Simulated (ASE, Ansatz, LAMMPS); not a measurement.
## Finding the fault: fcc Pd, an end member of the Ir–Pd series (108 atoms)

Program: Ansatz 0.2.0. The cell: 108 Pd.

input.yaml reads:

```yaml
crystal:
  lattice:
    - [11.67, 0.0, 0.0]
    - [0.0, 11.67, 0.0]
    - [0.0, 0.0, 11.67]
  atoms:
    - { symbol: Pd, position: [0.0, 0.0, 0.0] }
    - { symbol: Pd, position: [0.0, 0.16667, 0.16667] }
    - { symbol: Pd, position: [0.16667, 0.0, 0.16667] }
    - { symbol: Pd, position: [0.16667, 0.16667, 0.0] }
    - { symbol: Pd, position: [0.0, 0.0, 0.33333] }
    - { symbol: Pd, position: [0.0, 0.16667, 0.5] }
    - { symbol: Pd, position: [0.16667, 0.0, 0.5] }
    - { symbol: Pd, position: [0.16667, 0.16667, 0.33333] }
    - { symbol: Pd, position: [0.0, 0.0, 0.66667] }
    - { symbol: Pd, position: [0.0, 0.16667, 0.83333] }
    - { symbol: Pd, position: [0.16667, 0.0, 0.83333] }
    - { symbol: Pd, position: [0.16667, 0.16667, 0.66667] }
    - { symbol: Pd, position: [0.0, 0.33333, 0.0] }
    - { symbol: Pd, position: [0.0, 0.5, 0.16667] }
    - { symbol: Pd, position: [0.16667, 0.33333, 0.16667] }
    - { symbol: Pd, position: [0.16667, 0.5, 0.0] }
    - { symbol: Pd, position: [0.0, 0.33333, 0.33333] }
    - { symbol: Pd, position: [0.0, 0.5, 0.5] }
    [... 84 atom lines left out ...]
    - { symbol: Pd, position: [0.83333, 0.66667, 0.5] }
    - { symbol: Pd, position: [0.83333, 0.83333, 0.33333] }
    - { symbol: Pd, position: [0.66667, 0.66667, 0.66667] }
    - { symbol: Pd, position: [0.66667, 0.83333, 0.83333] }
    - { symbol: Pd, position: [0.83333, 0.66667, 0.83333] }
    - { symbol: Pd, position: [0.83333, 0.83333, 0.66667] }
kpoints:
  mp_grid: { grid: [2, 2, 2] }
hamiltonian:
  xc: pbe
scf:
  occupations: { method: fermi_dirac, width: 0.1 }
  max_iter: 50
output:
  forces: true
accuracy: many
```

Started as:

```console
$ ansatz run input.yaml --threads 32 --pin off --max-ram 143360MiB --backend cuda --events-out ev --progress --plain --runs-dir out
```

The log of the run:

```text
Error: YAML parse error: error: line 124 column 1: unknown variant `many`, expected one of low, medium, high
   --> <input>:124:1
    |
122 | output:
123 |   forces: true
124 | accuracy: many
    | ^ unknown variant `many`, expected one of low, medium, high
```

Run time: 0.01 s. Hardware: 32 threads of Arm Neoverse V2, shared host; peak memory 0.09 GiB.

**Question.** What is wrong with this input, and how is it mended?

A value that the key doesn't take: accuracy = "many".

The fix is to take out accuracy.

The program refused it before any cycle.

[Logs are printed without paths, hosts, clocks, repeated set-up lines and the standing remarks that a program may print on its own settings, such as how far it seeks lower states.]

[Hosts, paths, dates, database ids (printed as entryN), source tags and the programs' standing remarks are cut or masked in the printed files.]
